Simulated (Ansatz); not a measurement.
# Electron scattering at the Σ5 (310) boundary in bcc W with Ta (substitutional), part 2 of 2

Wanted: what the Σ5 (310) boundary in bcc W with Ta (substitutional) costs an interconnect.

Ansatz 0.2.0; Ansatz plane-wave DFT, PBE, PAW files; relaxation of a bicrystal slab with its lowest layers held; PAW set soft_1 (the session's first sound run).

So far. Step 2 (Relaxing the bicrystal): The largest force component on a free atom ends at 0.029 eV/Å, under the tolerance of 0.03, after 6 steps.

### 3. Transmission across the boundary

Bulk layers of each grain are laid under and over the relaxed boundary, and a lead is named in the middle of each, away from the free faces. The mesh across the current, 20×20, is finer than the density's, because channels open and close sharply across the zone. Energies from -0.1 to 0.1 eV in steps of 0.05 eV are too few for the program's thermal sum, so it prints no conductance; for a metal the transmission near the Fermi level serves, at a fraction of the cost.

This step: Ansatz plane-wave DFT, PBE, PAW files; ballistic transport by layer matching (Landauer), zero bias; boundary relaxed in a short slab, bulk layers laid on; PAW set soft_1 (Ansatz 0.2.0).

System of this step: Σ5 (310) boundary in bcc W with Ta (substitutional). The cell holds 43 atoms: 42 W and 1 Ta. Its edges and angles: a = 5.248 Å, b = 3.165 Å, c = 50.601 Å, α = 90.0°, β = 90.0°, γ = 72.5°. It derives from W. Regions: lower grain, 17 atoms (17 W); boundary, 12 atoms (11 W and 1 Ta); upper grain, 14 atoms (14 W). Vacuum lies along c.

Input file input.yaml:

```yaml
crystal:
  lattice:
    - [5.2482270683, 0.0, 0.0]
    - [0.9542231033, 3.0175184024, 0.0]
    - [0.0, 0.0, 50.6012760597]
  atoms:
    - { symbol: W, position: [-9.2, -6.8999999999, 0.0790493899] }
    - { symbol: W, position: [-8.8, -6.5999999999, 0.0988275005] }
    - { symbol: W, position: [-8.4, -6.2999999999, 0.1186056111] }
    - { symbol: W, position: [-8.0, -5.9999999999, 0.1383837217] }
    - { symbol: W, position: [-7.6, -5.6999999999, 0.1581618322] }
    - { symbol: W, position: [-7.2, -5.3999999999, 0.1779399428] }
    - { symbol: W, position: [-6.8, -5.0999999999, 0.1977180534] }
    - { symbol: W, position: [-6.4, -4.7999999999, 0.217496164] }
    - { symbol: W, position: [-6.0, -4.4999999999, 0.2372742746] }
    - { symbol: W, position: [-5.6, -4.1999999999, 0.2570523852] }
    - { symbol: W, position: [-5.2, -3.9, 0.2768304958] }
    - { symbol: W, position: [-4.8, -3.6, 0.2966086064] }
    - { symbol: W, position: [-4.4, -3.3, 0.316386717] }
    - { symbol: W, position: [-4.0, -3.0, 0.3361648276] }
    - { symbol: W, position: [-3.6, -2.7, 0.3559429381] }
    - { symbol: W, position: [-3.2, -2.4, 0.3757210487] }
    - { symbol: W, position: [-2.8, -2.1, 0.3954991593] }
    - { symbol: W, position: [0.6, 0.2, 0.4152772699] }
    - { symbol: W, position: [0.002156098, 0.498921951, 0.4347410698] }
    - { symbol: W, position: [0.4041096695, 0.7979451653, 0.4548592432] }
    - { symbol: W, position: [0.8071179042, 0.0964410479, 0.4751399551] }
    - { symbol: W, position: [0.2037515259, 0.398124237, 0.4946696287] }
    - { symbol: W, position: [0.5975869115, 0.7012065443, 0.5138296087] }
    - { symbol: Ta, position: [0.0241308959, -0.012065448, 0.5395204133] }
    - { symbol: W, position: [0.5986233853, 0.7006883074, 0.5653396491] }
    - { symbol: W, position: [0.2044023815, 0.3977988092, 0.5842956405] }
    - { symbol: W, position: [0.8064109411, 0.0967945294, 0.6040998889] }
    - { symbol: W, position: [0.402870829, 0.7985645855, 0.6244567628] }
    - { symbol: W, position: [0.0044047248, 0.4977976376, 0.6440570619] }
    - { symbol: W, position: [-2.3955952752, -1.8022023624, 0.6638351724] }
    - { symbol: W, position: [-2.7955952752, -2.1022023624, 0.683613283] }
    - { symbol: W, position: [-3.1955952752, -2.4022023624, 0.7033913936] }
    - { symbol: W, position: [-3.5955952752, -2.7022023624, 0.7231695042] }
    - { symbol: W, position: [-3.9955952752, -3.0022023624, 0.7429476148] }
    - { symbol: W, position: [-4.3955952752, -3.3022023624, 0.7627257254] }
    - { symbol: W, position: [-4.7955952752, -3.6022023624, 0.782503836] }
    - { symbol: W, position: [-5.1955952752, -3.9022023624, 0.8022819466] }
    - { symbol: W, position: [-5.5955952752, -4.2022023624, 0.8220600572] }
    - { symbol: W, position: [-5.9955952752, -4.5022023624, 0.8418381678] }
    - { symbol: W, position: [-6.3955952752, -4.8022023623, 0.8616162783] }
    - { symbol: W, position: [-6.7955952752, -5.1022023623, 0.8813943889] }
    - { symbol: W, position: [-7.1955952752, -5.4022023623, 0.9011724995] }
    - { symbol: W, position: [-7.5955952752, -5.7022023623, 0.9209506101] }
kpoints:
  mp_grid: { grid: [8, 8, 1] }
hamiltonian:
  xc: pbe
  pseudopotentials: { kind: paw, azcp: { folder: soft_1 } }
scf:
  occupations: { method: fermi_dirac, width: 0.1 }
output:
  transmission:
    leads: [[9, 10], [34, 35]]
    kmesh: [20, 20]
    e_range: [-0.1, 0.1]
    de: 0.05
  write_potential: true
  write_density: true
  volumetric_format: npy
  elf: true
```

On the command line:

```console
> ansatz run input.yaml --threads 4 --pin off --max-ram 15360MiB --backend cpu --events-out ev --progress --plain --runs-dir out
```

Numbers of over 12 decimals in the logs are rounded to 6 here.

What it wrote:

```text
[...]
Crystal: 43 atoms, lattice volume = 801.353 Å³
Basis set: ecut = 420 eV, 15729 PW (Γ)
Bands: 361, of which v1, the nominal top of the filled ones, is band 301 counted from 1 (300 counted from 0)
Symmetry: 2 space group operations
[...]
k-points: 21 of 64 (time reversal used)
[...]
SCF iter   1: F=—  HF=-446146.486771 eV  |F-HF|=—  |Δ(HF+E_count)|=         —  Δρ=6.26e-2  dr2=5.53e2  ethr=3.10e-3  ⟨swp⟩=6.1  Hψ=30075  notcnv=0
[...]
SCF iter  12: F=-446132.623411 eV  HF=-446132.623411 eV  |F-HF|=3.50e-8  |Δ(HF+E_count)|=   1.40e-9  Δρ=1.51e-6  dr2=6.42e-8  ethr=1.66e-11  ⟨swp⟩=18.5  Hψ=27663  notcnv=0
SCF 1 converged in 12 iterations: F = -446132.623411 eV  dr2 = 6.42e-8
[...]
transmission: 545 of 5439 steps passed
transmission: 1088 of 5439 steps passed
[...]
transmission: 5439 of 5439 steps passed
WARN: The output density's exchange-correlation potential varies sharply where the density is thin. Do not read a vacuum level from v_tot or v_xc, or from such a field of the output density. On a cell that repeats whose density bears no net charge and no dipole along the vacuum's axis use v_es (v_loc + v_h of the components); under efield.dipole_correction with no amplitude use v_es + v_field, which holds any externa [...]
SCF converged after 12 iterations
Free energy (F): -446132.623411 eV
[...]
Internal energy: -446131.806412 eV  (E = F + TS)
E sigma→0 (E₀):  -446132.214912 eV
Entropy (-TS):   -0.816998 eV (-19.000 meV/atom)
Fermi energy:    18.458993 eV
[...]
--- Band table (eV; the first three rows and the last of 21) ---
  k-point 0: bands = [... 297 lower, 18.4053, 18.4081, 18.4353, 18.4387, 18.5451, 18.5967, 18.6016, 18.6075, ... 56 higher]
  k-point 1: bands = [... 297 lower, 18.0047, 18.0976, 18.1794, 18.2091, 18.2994, 18.3649, 18.4672, 18.5189, ... 56 higher]
  k-point 2: bands = [... 297 lower, 17.6265, 17.7851, 17.8005, 17.8907, 18.3794, 18.5199, 18.5871, 18.6630, ... 56 higher]
  k-point 20: bands = [... 297 lower, 18.5163, 18.6109, 18.7061, 18.7147, 18.7171, 18.7346, 18.7772, 18.7943, ... 56 higher]
--- Transmission ---
  basis      : 141 plane waves across, 49 finite elements along
  points     : 111, standing for a mesh of 20 x 20
  energies   : 5 from -0.100000 to 0.100000 eV about the Fermi level, 0.050000 eV apart; the leads are filled to 0.000000 eV, and channels, transmission and decay are at 0.000000 eV
  crystal 0  : W2, at the sites [9, 10], period 2.0016 Å, over 18.01 Å; its Hamiltonian steps by up to 17.0 meV
    offset         : up to 0.0000 Å between an atom of the period and one for which it stands
    channels       : 1.905000e0 a spin
    conductance    : none, the energies end too early or step too widely for 300 K: set another output.transmission.e_range or a lower de, or, where they end at an eighth of basis.ecutwfc, a higher one
    slowest decay  : 0.0320 /Å at (0.0000, 0.3000)
[...]
channels       : 1.900000e0 a spin
[...]
slowest decay  : 0.0323 /Å at (0.0000, 0.3000)
  junction   : crystal 0 to crystal 1, 12.51 to 38.09 Å
    transmission   : 8.510249e-1 a spin
[...]
```

Wall time 15 min (4 threads of Arm Neoverse V2, shared host); peak memory 8.9 GiB; 56 min of CPU time.

In the SCF lines HF is the Harris–Foulkes energy and dr2 the Hartree energy of the density residual, in eV; the loop may stop once dr2 is under the threshold and the program's other checks hold. Hψ counts applications of the Hamiltonian.

Numbers from this step:

- free energy: -446132.6234 eV
- energy at zero smearing: -446132.2149 eV
- Fermi energy: 18.46 eV
- cell area: 15.84 Å²
- transmission per spin nearest the Fermi level: 0.8510
- open channels per spin nearest the Fermi level: 1.905
- open channels per spin, upper lead: 1.9
- step of the lead's potential: 17 meV
- step of the upper lead's potential: 16 meV

Per spin. Transmission, zone mean against energy, zero at the Fermi level:

```
energy (eV)  transmission, zone mean
    -0.1000                    0.848
    -0.0500                    0.841
     0.0000                    0.851
     0.0500                    0.892
     0.1000                    0.907
```

Per spin. Table of open channels, zone mean by energy, zero at the Fermi level:

```csv
energy (eV),lead,upper lead
-0.1000,1.82,1.82
-0.0500,1.87,1.87
0.0000,1.91,1.9
0.0500,2.04,2.04
0.1000,2.06,2.06
```

Transmission over k1 and k2. At 0.0000 eV from the Fermi level.

Values, 12 rows by 16 columns, each cell a mean:
```
0.31 0.48 0.70 0.61 0.56 0.47 0.48 0.31 0.32 0.63 0.79 0.66 0.74 0.56 0.62 0.32
0.20 0.44 0.61 0.69 0.62 0.26 0.03 0.00 0.02 0.14 0.44 0.50 0.24 0.02 0.01 0.06
0.65 0.57 0.50 0.59 0.72 0.61 0.28 0.02 0.09 0.48 0.74 0.61 0.11 0.05 0.26 0.50
0.29 0.39 0.27 0.12 0.53 0.78 1.02 1.15 0.68 0.48 0.89 0.82 1.07 0.84 0.64 0.36
1.63 1.69 1.33 1.23 1.32 1.38 1.53 1.81 1.93 1.81 1.66 1.59 1.53 1.43 1.37 1.06
2.14 2.13 2.03 1.90 1.83 1.71 2.15 2.60 2.34 2.66 2.20 1.70 1.83 1.89 2.07 2.13
1.82 1.65 1.72 1.68 1.61 1.64 2.12 2.44 2.24 2.06 1.61 1.59 1.70 1.65 1.79 1.87
0.62 0.48 0.81 1.11 1.42 1.45 0.96 0.65 1.46 1.51 1.28 0.93 0.61 0.40 0.77 0.94
0.45 0.59 0.49 0.31 0.31 0.40 0.68 0.54 0.10 0.34 0.54 0.64 0.51 0.24 0.15 0.23
0.40 0.14 0.00 0.01 0.27 0.68 0.62 0.23 0.00 0.00 0.14 0.53 0.75 0.76 0.75 0.71
0.10 0.13 0.24 0.19 0.70 0.63 0.47 0.24 0.09 0.11 0.18 0.20 0.75 0.75 0.52 0.22
0.50 0.76 1.13 0.88 0.82 0.87 1.10 0.84 0.48 0.73 1.07 0.81 0.70 0.76 1.07 0.72
```
Columns: k1 (b1) from -0.5 to 0.45; rows upwards: k2 (b2) from -0.5 to 0.45.

Open channels over k1 and k2. At 0.0000 eV from the Fermi level.

Values, 12 rows by 16 columns, each cell a mean:
```
1.20 1.44 1.32 1.00 0.92 1.08 1.44 1.20 1.72 1.96 1.24 1.00 1.00 1.24 1.96 1.40
0.32 0.80 0.92 1.00 0.96 0.56 0.08 0.00 0.84 1.08 1.20 1.20 0.96 0.80 0.44 0.20
1.00 1.00 1.00 1.00 1.00 1.00 0.76 0.12 0.68 1.16 1.40 1.40 0.80 0.24 0.60 0.92
1.00 1.00 1.00 1.00 1.08 1.40 1.76 2.00 1.32 1.00 1.24 1.40 2.00 1.76 1.16 1.00
2.92 3.32 2.72 3.20 3.44 3.60 3.24 3.16 3.28 3.36 3.00 3.00 3.60 3.60 3.60 2.80
5.08 4.92 4.80 4.08 4.60 4.60 4.60 5.40 4.64 5.36 4.76 4.60 4.48 4.00 4.60 5.32
3.76 4.48 4.24 4.00 3.92 3.60 3.96 4.52 4.20 3.96 3.84 4.00 4.00 3.92 4.40 4.16
1.36 1.36 1.96 2.36 2.32 2.00 1.64 1.56 2.04 2.20 2.20 2.20 1.60 1.44 1.32 1.56
1.00 1.00 1.00 0.84 1.32 1.00 1.00 1.00 0.96 1.04 1.16 1.00 1.00 1.00 1.00 1.00
0.60 0.36 0.24 0.40 1.12 1.60 1.60 1.12 0.32 0.00 0.36 0.92 1.00 1.00 1.00 1.00
0.40 0.72 1.20 1.04 1.00 1.00 1.12 1.36 1.04 0.40 0.52 0.44 1.00 1.00 0.88 0.64
2.12 2.76 2.40 1.68 1.12 1.60 2.20 2.92 2.12 2.60 2.48 1.76 1.12 1.60 2.44 2.68
```
Columns: k1 (b1) from -0.5 to 0.45; rows upwards: k2 (b2) from -0.5 to 0.45.

Valence density in the cb plane at fractional x = 0.000, with atoms of W and Ta within 0.2 Å of it. It is the smooth field of the valence electrons, not physical close to the nuclei.

Ten even steps from '0' (0.2 e/Å³) to '9' (5.6 e/Å³), each cell a mean:
```
00000000000000000000002777200000000000000000
00000000011000000000000232000000000000110000
00000001477300000000000000000000000003774100
00000002799610000000000000000000000016997100
00000001699400000000000000000000000015996100
00000000243100000000000010000000000001342000
00000000000000000000001565100000000000000000
00000000000000000000003777300000000000000000
```
Columns run along c (16.0 Å, from fractional 0.37 to 0.68 of the cell), rows up along b (3.2 Å). Atoms in or near the plane, at fractional coordinates: W at (0.43, 0.50), Ta at (0.54, 0.99), W at (0.64, 0.50).

Electrostatic potential energy in the cb plane at fractional x = 0.000, with atoms of W and Ta within 0.2 Å of it. With pseudopotentials it is smooth inside the atoms' cores, unlike the true potential.

Ten even steps from '0' (-28 eV) to '9' (20 eV), each cell a mean:
```
99877899999998767899983000389998767899999998
99888998645789888899996313699998888987546899
88889996100279998888999878999888899972002699
76789984000059998778999999999877899950000489
87789984000169998778999999999877899961000589
98889997412589998889998656899988899984214799
99888899877899878899984101489998878998778998
99876799999998767899972000279998767899999997
```
Columns run along c (16.0 Å, from fractional 0.37 to 0.68 of the cell; values clipped at the 3rd and 97th percentile), rows up along b (3.2 Å). Atoms in or near the plane, at fractional coordinates: W at (0.43, 0.50), Ta at (0.54, 0.99), W at (0.64, 0.50).

ELF in the cb plane at fractional x = 0.000, with atoms of W and Ta within 0.2 Å of it. It is the smooth field of the valence electrons, not physical close to the nuclei.

Ten even steps from '0' (0.14) to '9' (0.73), each cell a mean:
```
54210024311341012245207959703543210143113420
43332242222133223333423787314333322332222243
11234533788623443211352000253112344327887235
00124514813822542100266323662001245228318315
00124523856823542100364202463001245228658325
22333432566424333322431333134223333424664244
54321133100242112344305999503443211242001331
54210025533541012245208717802542210145335520
```
Columns run along c (16.0 Å, from fractional 0.37 to 0.68 of the cell), rows up along b (3.2 Å). Atoms in or near the plane, at fractional coordinates: W at (0.43, 0.50), Ta at (0.54, 0.99), W at (0.64, 0.50).

Over the solved energies the transmission per spin lies between 0.841 and 0.907, out of 1.94 channels of the lead on average (up to 2.06).

### 4. Specific resistance

This step: Ansatz plane-wave DFT, PBE, PAW files; ballistic transport by layer matching (Landauer), zero bias; specific resistance of the boundary; PAW set soft_1 (Ansatz 0.2.0).

Numbers from this step:

| Item | Value |
| --- | --- |
| area resistance | 1.301 fΩ m² |
| T over the leads' mean channel count | 0.4476 |

Averaged over the energies near the Fermi level, 44.8 % of the channels pass, which makes 1.30 fΩ m².

By hand, with T and the leads' channels N averaged over the energies near the Fermi level: RA = A (h/2e²)(1/T − ½[1/N₁ + 1/N₂]) = 15.84×10⁻²⁰ m² × 12 906 Ω × (1/0.8676 − ½[1/1.939 + 1/1.938]) = 1.30 fΩ m².

### 5. Outcome

```json
{"specific resistance of the boundary": "1.30 fΩ m²", "share of channels that pass": "0.448"}
```

In words: The boundary has a specific resistance of 1.3 fΩ m². The boundary reflects 55 % of the channels; 1.3 fΩ m² is 13×10⁻¹² Ω·cm². That equals the resistance of 24 nm of bulk W at 300 K (measured 5.44 µΩ cm, CRC Handbook of Chemistry and Physics, 84th ed., 2003, Electrical Resistivity of Pure Metals). One Ta in 15.8 Å² of boundary is a high coverage. Each plane of this narrow cell holds one atom, so the solute fills a whole plane. One starting structure was relaxed; another shift or atom count at the boundary may lie lower. Spin-orbit coupling is left out, which matters for Ta and W.

[Logs are printed without paths, hosts, clocks, repeated set-up lines and the standing remarks that a program may print on its own settings, such as how far it seeks lower states.]

[Hosts, paths, dates, database ids (printed as entryN), source tags and the programs' standing remarks are cut or masked in the printed files.]
